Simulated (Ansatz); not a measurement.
Input of an Ansatz 0.2.0 run:

input.yaml

```yaml
crystal:
  lattice:
    - [0.0, 2.1554, 2.1554]
    - [2.1554, 0.0, 2.1554]
    - [2.1554, 2.1554, 0.0]
  atoms:
    - { symbol: Fe, position: [0.0, 0.0, 0.0], spin: 3.0 }
    - { symbol: O, position: [0.5, 0.5, 0.5] }
kpoints:
  mp_grid: { grid: [11, 11, 11] }
scf:
  occupations: { method: gaussian, width: 0.021 }
hamiltonian:
  xc: pbe
  pseudopotentials: { kind: all_electron, lapw: { basis_error: 0.001 } }
magnetization:
  spin_polarized: true
output:
  forces: true
  stress: true
  eigenvalues: true
```

Potentials or basis: all-electron LAPW, scalar-relativistic.

The run is started by

```sh
$ ansatz run input.yaml --threads 2 --pin off --max-ram 6144MiB --backend cpu --events-out ev --progress --plain --runs-dir out
```

Problem. Estimate the absolute moment.

Solution. 4.01 μB per cell.

Problem. Predict the site moments.

Solution. Fe +3.62; O +0.32 μB.

Problem. Predict the net moment.

Solution. 4.00 μB per cell.

Problem. What does it give for the pressure?

Solution. -0.4 GPa.

Caveat: a cell with one magnetic atom can't hold antiferromagnetic order, which such compounds often take; semilocal functionals often make such compounds metallic where correlation or magnetic order opens a gap, which also shifts bond lengths.

The gap isn't set beside the measured one, since this odd mesh misses points on the zone boundary.
